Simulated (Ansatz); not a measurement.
# WC (P-6m2), clamped-ion strain scan

Method: Ansatz 0.2.0, DFT PBE, scalar-relativistic, plane waves, PAW. Cutoff 420 eV, Γ-centred 24×24×22 k-points, Gaussian smearing of 0.15 eV. Spin–orbit coupling is left out, which can shift energies with elements as heavy as these. No spin polarisation. Energies are free energies at this smearing, counted from the undisturbed cell; pressure is positive in compression.

The starting cell (relaxed at this level):

```yaml
crystal:
  lattice:
    - [2.92177, 0.00000, 0.00000]
    - [-1.46089, 2.53033, 0.00000]
    - [0.00000, 0.00000, 2.84708]
  atoms:
    - { symbol: W, position: [0.00000, 0.00000, 0.00000] }
    - { symbol: C, position: [0.66667, 0.33333, 0.50000] }
```

The cell is strained by ε times the Voigt pattern (1, 0, 0, 0, 0, 0) (xx, yy, zz, yz, xz, xy; engineering shear) with fractional coordinates fixed. The cell is metallic on the mesh throughout.

| ε | ΔE (meV/atom) | stress summed along the pattern (GPa, tension positive) |
| --- | --- | --- |
| -0.0400 | 41.7 | -33.31 |
| -0.0200 | 10.0 | -15.48 |
| 0.0000 | 0.0 | -0.12 |
| 0.0100 | 2.2 | 6.74 |
| 0.0300 | 19.3 | 18.94 |